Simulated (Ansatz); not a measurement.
# P: energy along a strain

P, R-3m, a = 3.428 Å, c = 8.757 Å (as given, not relaxed at this level: -0.1 GPa, forces to 0.03 eV/Å). This isn't the element's structure at ambient conditions. Ansatz: PBE+D3(BJ), PAW, 420 eV, Γ-centred 24×24×24 mesh on 2 atoms, Gaussian smearing 0.15 eV; no spin polarisation. Cell vectors (Å): 1.714 0.989 2.919; -1.714 0.989 2.919; 0.000 -1.979 2.919. The cell is strained by x per cent times the pattern (0 0 0 0 0 1) in the order xx yy zz yz xz xy (engineering shears), with fractional coordinates held. y is the free energy over the start, V0 = 14.850 Å³/atom. Symmetry makes y even in x.

```
x (%) y (meV/atom)
-4.00          5.60
-2.00          1.37
 0.00          0.00
 1.00             ?
 3.00          3.12
 3.50          4.27
```

**Question.** Fit y = c2 x² + c4 x⁴ to the other rows, get the stiffness along the pattern, and predict the missing energy.

**Answer.** Least squares on the rows shown. y = 0.3419 x² + 0.0005185 x⁴. The clamped-ion stiffness p·C·p = 2 × 3.419 eV × 160.2 / 14.850 Å³ = 74 GPa, which is C66 in these axes (second derivative at the start, which stands under stress). At x = 1.00 the fit asked for gives 0.34 meV/atom. The run gave 0.34 meV/atom, the same to the digits shown.